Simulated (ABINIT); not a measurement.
# Bi (R-3m) in ABINIT: reference runs

How does Bi come out in PBEsol? The cell is run as given and disturbed.

All numbers are computed with ABINIT 10.8.3 (patched build); they aren't measurements. Logs are shortened: lines on timing, memory, paths and dates and some standing lists are left out, and cuts for length are marked. The log counts tension as positive stress, the text compression.

## Step 1: Starting point

The structure is trigonal, space group R-3m (No. 166). Conventional cell: a = 4.535 Å, b = 4.535 Å, c = 11.814 Å, α = 90.00°, β = 90.00°, γ = 120.00°. Around Bi (site symmetry 3m) lie 6 Bi at 3.06 to 3.52 Å.

## Step 2: Single point, PBEsol (atoms moved at random, drawn with an rms of 0.05 Å)

Contents of run.abi:

```
# Pseudopotentials
pp_dirpath "./"
pseudos "Bi.upf"

# Structure
acell 8.9364771473 8.9364771473 8.9364771473
rprim
     0.4794902865     0.2768338460     0.8327377059
    -0.4794902865     0.2768338460     0.8327377059
     0.0000000000    -0.5536676920     0.8327377059
ntypat 1
znucl 83
natom 2
typat 1 1
xcart
    -0.0313164425     0.0661862787     9.1075701200
    -0.0144258350     0.0082449746     2.7686266520 Angstrom
chkprim 0
chksymtnons 0
tolsym 1.0e-6

# Plane-wave basis
ecut 33.0

# k points
kptopt 1
ngkpt 7 7 7
nshiftk 1
shiftk 0.0 0.0 0.0

# Exchange and correlation
ixc -116133

# Bands and occupations
nband 19
occopt 3
tsmear 0.05 eV

# SCF cycle
nstep 100
tolvrs 1.0e-10

# Output
iomode 3
prtwf 0
prteig 0
prtebands 0
enunit 2
prtden 1
prtvha 1
prtvclmb 1
prtpot 1
prtelf 1
```

Potentials or basis: PseudoDojo NC SR PBEsol v0.4.1 standard.

On the command line:

```sh
abinit run.abi > log 2>&1
```

run.abo:

```text
.Version 10.8.3 of ABINIT
 Symmetries : space group P-1 (#  2); Bravais aP (primitive triclinic)
================================================================================
 Values of the parameters that define the memory need of the present run
     intxc =       0    ionmov =       0      iscf =       7    lmnmax =       6
     lnmax =       6     mgfft =      48  mpssoang =       3    mqgrid =    3001
     natom =       2  nloc_mem =       1    nspden =       1   nspinor =       1
    nsppol =       1      nsym =       2    n1xccc =    2501    ntypat =       1
    occopt =       3   xclevel =       2
       mpw =        4302          nfft =      110592          nkpt =         172
================================================================================
================================================================================

--------------------------------------------------------------------------------
------------- Echo of variables that govern the present computation ------------
--------------------------------------------------------------------------------
 -outvars: echo values of preprocessed input variables --------
            acell      8.9364771473E+00  8.9364771473E+00  8.9364771473E+00 Bohr
              amu      2.08980370E+02
          chkprim           0
      chksymtnons           0
             ecut      3.30000000E+01 Hartree
           enunit           2
                       outvar_i_n : Printing only first  50 k-points.
              ixc     -116133
                       outvar_i_n : Printing only first  50 k-points.
         kptrlatt        7    0    0      0    7    0      0    0    7
          kptrlen      5.99893558E+01
            natom           2
            nband          19
            ngfft          48      48      48
             nkpt         172
            nstep         100
             nsym           2
           ntypat           1
                       prtocc : prtvol=0, do not print more k-points.
           occopt           3
        prtebands           0
           prteig           0
           prtelf           1
           prtpot           1
         prtvclmb           1
           prtvha           1
            prtwf           0
            rprim      4.7949028650E-01  2.7683384600E-01  8.3273770590E-01
                      -4.7949028650E-01  2.7683384600E-01  8.3273770590E-01
                       0.0000000000E+00 -5.5366769200E-01  8.3273770590E-01
          spgroup           2
           tolsym      1.00000000E-06
           tolvrs      1.00000000E-10
           tsmear      1.83746611E-03 Hartree
            typat      1  1
                       outvars : Printing only first  50 k-points.
           xangst     -3.1316442500E-02  6.6186278700E-02  9.1075701200E+00
                      -1.4425835000E-02  8.2449746000E-03  2.7686266520E+00
            xcart     -5.9179499563E-02  1.2507394004E-01  1.7210813199E+01
                      -2.7260877288E-02  1.5580743909E-02  5.2319461172E+00
             xred      7.7243400055E-01  7.8624500056E-01  7.5406100055E-01
                       2.3222000016E-01  2.3858200017E-01  2.3225200018E-01
            znucl       83.00000

================================================================================

 chkinp: Checking input parameters for consistency.

================================================================================
== DATASET  1 ==================================================================

--- !DatasetInfo
iteration_state: {dtset: 1, }
dimensions: {natom: 2, nkpt: 172, mband: 19, nsppol: 1, nspinor: 1, nspden: 1, mpw: 4302, }
cutoff_energies: {ecut:  33.0, pawecutdg:  -1.0, }
electrons: {nelect:   3.00000000E+01, charge:   0.00000000E+00, occopt:   3.00000000E+00, tsmear:   1.83746611E-03, }
meta: {optdriver: 0, ionmov: 0, optcell: 0, iscf: 7, paral_kgb: 0, }
...

 Real(R)+Recip(G) space primitive vectors, cartesian coordinates (Bohr,Bohr^-1):
 R(1)=  4.2849540  2.4739193  7.4417415  G(1)=  0.1166874  0.0673695  0.0447924
 R(2)= -4.2849540  2.4739193  7.4417415  G(2)= -0.1166874  0.0673695  0.0447924
 R(3)=  0.0000000 -4.9478387  7.4417415  G(3)=  0.0000000 -0.1347390  0.0447924
 Unit cell volume ucvol=  4.7332291E+02 bohr^3
 Angles (23,13,12)=  5.73042342E+01  5.73042342E+01  5.73042342E+01 degrees

 getcut: wavevector=  0.0000  0.0000  0.0000  ngfft=  48  48  48
         ecut(hartree)=     33.000   => boxcut(ratio)=   2.07708

--- Pseudopotential description ------------------------------------------------
- pspini: atom type   1  psp file is ./Bi.upf
12 -116133 2 -1 1472                          pspcod,pspxc,lmax,lloc,mmax
     nproj     2     2     2

   2.57404668E+03                                ecore*ucvol(ha*bohr**3)
--------------------------------------------------------------------------------

================================================================================

--- !BeginCycle
iteration_state: {dtset: 1, }
solver: {iscf: 7, nstep: 100, nline: 4, wfoptalg: 0, }
tolerances: {tolvrs: 1.00E-10, }
...

     iter   Etot(hartree)      deltaE(h)  residm     vres2
 ETOT  1  -163.74817782161    -1.637E+02 2.754E-01 7.596E-01
 ETOT  2  -163.85577646309    -1.076E-01 5.943E-03 2.504E+00
 ETOT  3  -163.85609091535    -3.145E-04 1.274E-03 7.443E-01
 ETOT  4  -163.85621390638    -1.230E-04 6.972E-04 5.825E-03
 ETOT  5  -163.85621493004    -1.024E-06 1.876E-04 4.102E-04
 ETOT  6  -163.85621496113    -3.109E-08 1.420E-04 4.582E-05
 ETOT  7  -163.85621496719    -6.057E-09 1.028E-04 2.477E-07
 ETOT  8  -163.85621496722    -2.845E-11 5.740E-05 7.980E-09
 ETOT  9  -163.85621496722    -7.674E-13 4.661E-05 1.376E-09
 ETOT 10  -163.85621496722    -1.251E-12 1.957E-05 7.827E-11

 At SCF step   10       vres2   =  7.83E-11 < tolvrs=  1.00E-10 =>converged.

 Compute ELF
--------------------------------------------------------------------------------

 Compute kinetic energy density

 Compute gradient of the electron density
 Electron Localization Function (ELF) [min:0;max:1]
)     Maximum=    5.0099E-01  at reduced coord.    0.3542    0.3750    0.3125
)     Minimum=    2.6051E-08  at reduced coord.    0.2292    0.2500    0.2292
   Integrated=    1.3314E+02

--------------------------------------------------------------------------------
 End of ELF section

 Cartesian components of stress tensor (hartree/bohr^3)
  sigma(1 1)=  5.16869577E-06  sigma(3 2)= -3.04859957E-05
  sigma(2 2)= -3.00457094E-05  sigma(3 1)=  7.79382048E-06
  sigma(3 3)= -8.30238935E-06  sigma(2 1)= -4.18394646E-06

--- !ResultsGS
iteration_state: {dtset: 1, }
comment   : Summary of ground state results
lattice_vectors:
- [  4.2849540,   2.4739193,   7.4417415, ]
- [ -4.2849540,   2.4739193,   7.4417415, ]
- [  0.0000000,  -4.9478387,   7.4417415, ]
lattice_lengths: [   8.93648,    8.93648,    8.93648, ]
lattice_angles: [ 57.304,  57.304,  57.304, ] # degrees, (23, 13, 12)
lattice_volume:   4.7332291E+02
convergence: {deltae: -1.251E-12, res2:  7.827E-11, residm:  1.957E-05, diffor: null, }
etotal    :  -1.63856215E+02
entropy   :   0.00000000E+00
fermie    :   1.73461382E-01
cartesian_stress_tensor: # hartree/bohr^3
- [  5.16869577E-06,  -4.18394646E-06,   7.79382048E-06, ]
- [ -4.18394646E-06,  -3.00457094E-05,  -3.04859957E-05, ]
- [  7.79382048E-06,  -3.04859957E-05,  -8.30238935E-06, ]
pressure_GPa:   3.2539E-01
xred      :
- [  7.7243E-01,   7.8625E-01,   7.5406E-01, Bi]
- [  2.3222E-01,   2.3858E-01,   2.3225E-01, Bi]
cartesian_forces: # hartree/bohr
- [  8.57801597E-04,  -3.59987521E-03,  -8.04618812E-03, ]
- [ -8.57801597E-04,   3.59987521E-03,   8.04618812E-03, ]
force_length_stats: {min:   8.85641397E-03, max:   8.85641397E-03, mean:   8.85641397E-03, }
...

 Integrated electronic density in atomic spheres:
 ------------------------------------------------
 Atom  Sphere_radius  Integrated_density
    1        2.00000         10.72282987
    2        2.00000         10.72838631
================================================================================

 ----iterations are completed or convergence reached----

 Mean square residual over all n,k,spin=   93.381E-10; max=  19.574E-06
 reduced coordinates (array xred) for    2 atoms
       0.772434000553      0.786245000562      0.754061000549
       0.232220000161      0.238582000165      0.232252000180
 rms dE/dt=  6.1261E-02; max dE/dt=  7.2459E-02; dE/dt below (all hartree)
    1       0.065107812388      0.072459093134      0.042066050088
    2      -0.065107812388     -0.072459093134     -0.042066050088

 cartesian coordinates (angstrom) at end:
    1     -0.03131644250000     0.06618627870000     9.10757012000000
    2     -0.01442583500000     0.00824497460000     2.76862665200000

 cartesian forces (hartree/bohr) at end:
    1      0.00085780159686    -0.00359987520724    -0.00804618811918
    2     -0.00085780159686     0.00359987520724     0.00804618811918
 frms,max,avg= 5.1132530E-03 8.0461881E-03   0.000E+00  0.000E+00  0.000E+00 h/b

 cartesian forces (eV/Angstrom) at end:
    1      0.04410993162484    -0.18511302593870    -0.41375162867243
    2     -0.04410993162484     0.18511302593870     0.41375162867243
 frms,max,avg= 2.6293404E-01 4.1375163E-01   0.000E+00  0.000E+00  0.000E+00 e/A
 length scales=  8.936477147300  8.936477147300  8.936477147300 bohr
              =  4.728980048898  4.728980048898  4.728980048898 angstroms
 Fermi (or HOMO) energy (hartree) =   0.17346   Average Vxc (hartree)=  -0.36748
 Eigenvalues (hartree) for nkpt= 172  k points:
 kpt#   1, nband= 19, wtk=  0.00292, kpt=  0.0000  0.0000  0.0000 (reduced coord)
  -0.66548   -0.66436   -0.65913   -0.65906   -0.65805   -0.65188   -0.65126   -0.65117
  -0.64687   -0.64627   -0.30744   -0.09591    0.12550    0.12919    0.13390    0.26292
   0.28174    0.29111    0.38813
      occupation numbers for kpt#   1
   2.00000    2.00000    2.00000    2.00000    2.00000    2.00000    2.00000    2.00000
   2.00000    2.00000    2.00000    2.00000    2.00000    2.00000    2.00000    0.00000
   0.00000    0.00000    0.00000
 prteigrs : prtvol=0 or 1, do not print more k-points.

 Fermi (or HOMO) energy (eV) =   4.72012   Average Vxc (eV)=  -9.99956
 Eigenvalues (   eV  ) for nkpt= 172  k points:
 kpt#   1, nband= 19, wtk=  0.00292, kpt=  0.0000  0.0000  0.0000 (reduced coord)
 -18.10865  -18.07814  -17.93575  -17.93394  -17.90642  -17.73846  -17.72161  -17.71918
 -17.60235  -17.58596   -8.36591   -2.60976    3.41506    3.51555    3.64366    7.15431
   7.66646    7.92159   10.56162
 prteigrs : prtvol=0 or 1, do not print more k-points.

--- !EnergyTerms
iteration_state     : {dtset: 1, }
comment             : Components of total free energy in Hartree
kinetic             :  7.81406725778118E+01
hartree             :  3.54746004941816E+01
xc                  : -4.29356625792724E+01
Ewald energy        : -1.02476524542658E+02
psp_core            :  5.43824652783700E+00
local_psp           : -1.07085924332640E+02
non_local_psp       : -3.04115718643258E+01
internal            : -1.63856163719066E+02
'-kT*entropy'       : -5.12481556855936E-05
total_energy        : -1.63856214967221E+02
total_energy_eV     : -4.45875475427755E+03
band_energy         : -1.33940366068921E+01
...

 Cartesian components of stress tensor (hartree/bohr^3)
  sigma(1 1)=  5.16869577E-06  sigma(3 2)= -3.04859957E-05
  sigma(2 2)= -3.00457094E-05  sigma(3 1)=  7.79382048E-06
  sigma(3 3)= -8.30238935E-06  sigma(2 1)= -4.18394646E-06

-Cartesian components of stress tensor (GPa)         [Pressure=  3.2539E-01 GPa]
- sigma(1 1)=  1.52068280E-01  sigma(3 2)= -8.96928959E-01
- sigma(2 2)= -8.83975291E-01  sigma(3 1)=  2.29302115E-01
- sigma(3 3)= -2.44264728E-01  sigma(2 1)= -1.23095955E-01

== END DATASET(S) ==============================================================
================================================================================

 -outvars: echo values of variables after computation  --------
            acell      8.9364771473E+00  8.9364771473E+00  8.9364771473E+00 Bohr
           etotal     -1.6385621497E+02
            fcart      8.5780159686E-04 -3.5998752072E-03 -8.0461881192E-03
                      -8.5780159686E-04  3.5998752072E-03  8.0461881192E-03
            rprim      4.7949028650E-01  2.7683384600E-01  8.3273770590E-01
                      -4.7949028650E-01  2.7683384600E-01  8.3273770590E-01
                       0.0000000000E+00 -5.5366769200E-01  8.3273770590E-01
           strten      5.1686957747E-06 -3.0045709432E-05 -8.3023893511E-06
                      -3.0485995655E-05  7.7938204752E-06 -4.1839464583E-06
           xangst     -3.1316442500E-02  6.6186278700E-02  9.1075701200E+00
                      -1.4425835000E-02  8.2449746000E-03  2.7686266520E+00
             xred      7.7243400055E-01  7.8624500056E-01  7.5406100055E-01
                       2.3222000016E-01  2.3858200017E-01  2.3225200018E-01
 Calculation completed.
```

Run time: 5.3 min. Hardware: 1 thread of Intel Xeon 6975P-C (Granite Rapids), shared host; peak memory 0.3 GiB.

Results:

- Free energy: -4458.7548 eV
- Pressure: 0.3 GPa
- Largest force: 0.455 eV/Å
- Band gap on the k mesh: 0.23 eV, indirect (least direct gap 0.51 eV)
- Valence electrons inside the program's atomic spheres: Bi 10.72, 10.73 (radii [1.0584] Å)

Forces in eV/Å, atoms in the order of the input:
```
Bi   0.044 -0.185 -0.414
Bi  -0.044  0.185  0.414
```

Caveat: spin-orbit coupling is left out, which as a rule narrows the gap of such compounds by several tenths of an eV; an odd mesh through Γ misses points on the zone boundary, where band edges often lie.

[end of part 1 of 2]
